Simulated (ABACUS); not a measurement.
**LiF (Griceite) under changes of volume**

One of the cells (8.169 Å³/atom); the others are scaled copies at fixed shape and fractional positions:

```
CELL_PARAMETERS angstrom
0.00000 2.01400 2.01400
2.01400 0.00000 2.01400
2.01400 2.01400 0.00000
ATOMIC_POSITIONS crystal
F 0.50000 0.50000 0.50000
Li 0.00000 0.00000 0.00000
```

```yaml
Program: ABACUS 3.10.1
Functional: r2SCAN
Potentials_or_basis: SG15 ONCV 1.2 PBE
Cutoff: 1320 eV
Density_cutoff: 5279 eV
Basis: plane waves
k_mesh: 7 × 7 × 7
Occupations: fermi-dirac, width 0.05 eV
Spin: no spin polarisation
```

```tsv
volume (Å³/atom)	energy over the lowest point (meV/atom)	pressure (GPa)	gap on the mesh (eV)
7.679	0.14	1.0	10.72
7.842	0.00	-0.8	10.51
8.006	1.61	-2.4	10.31
8.169	4.80	-3.9	10.12
8.333	?	?	?
8.496	15.28	-6.4	9.76
8.659	22.31	-7.5	9.60
```

Question: What does the run at 8.333 Å³/atom give?

Answer: Energy over the lowest point 9.40 meV/atom; pressure -5.2 GPa; gap on the mesh 9.94 eV.

Worked out: A Birch-Murnaghan fit of order 3 (a polynomial in V^(-2/3)) to the other rows has its minimum at 7.77 Å³/atom with B0 = V·E''(V) = 85 GPa and B' = 3.9. It gives 9.41 meV/atom at 8.333 Å³/atom, against the run's 9.40, and -dE/dV = -5.2 GPa, against -5.2. A straight line through the other rows of the gap, of slope -9.32 eV per unit of ln V (its deformation potential), gives 9.95 eV, against the run's 9.94.

Energies are extrapolated to zero smearing.

Caveats: the potentials were made for another functional, which shifts forces and pressure.
